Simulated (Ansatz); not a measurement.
Crystal: TiO.

```xyz
4
Lattice="2.8516 0.0000 0.0000 -1.4258 2.4696 0.0000 0.0000 0.0000 5.5675" Properties=species:S:1:pos:R:3 pbc="T T T"
Ti    1.4258    0.8232    4.1756
Ti    0.0000    1.6464    1.3919
O     0.0000    0.0000    2.7838
O     0.0000    0.0000    0.0000
```

The cell comes from a database or a generator and needn't be the stable form of this composition.

| Item | Value |
| --- | --- |
| Program | Ansatz 0.2.0 |
| Task | relaxation of cell and atoms |
| Functional | HSE06 |
| Potentials or basis | Ansatz PAW |
| Cutoff | 420 eV (not typed: the program's choice for these potentials) |
| k mesh | 6 × 6 × 4 |
| Occupations | fermi-dirac, width 0.05 eV |
| Spin | no spin polarisation |

At the start: volume 9.80 Å³/atom.

Problem. Where does the relaxation end?

Solution. It ends after 7 steps and the volume is 9.44 Å³/atom (-3.7 %); space group P6_3/mmc (No. 194, to 0.05 Å).

Step by step:
```csv
step,energy change (eV),largest force (eV/Å),volume (Å³)
1,0.0000,0.0000,39.21
2,-0.0383,0.0000,37.96
3,-0.0465,0.0000,37.76
4,-0.0464,0.0000,37.80
5,-0.0430,0.0000,37.80
6,-0.0431,0.0000,37.77
7,-0.0429,0.0000,37.77
```

Final structure:
```xyz
4
Lattice="2.8088 0.0000 0.0000 -1.4044 2.4325 0.0000 0.0000 0.0000 5.5281" Properties=species:S:1:pos:R:3 pbc="T T T"
Ti    1.4044    0.8108    4.1461
Ti    0.0000    1.6217    1.3820
O     0.0000    0.0000    2.7641
O     0.0000    0.0000    0.0000
```

Caveat: the k mesh is coarse (spacing up to 0.42 Å⁻¹), so the values aren't converged, least of all with exact exchange; the plane-wave basis is chosen anew once the cell has moved, so the energies of steps on either side of that aren't comparable; the pressure holds a Pulay correction of +0.5 GPa for the finite cutoff; the PAW data sets come from PBE, with cores solved anew for the run's functional, which leaves a small shift of forces and pressure.
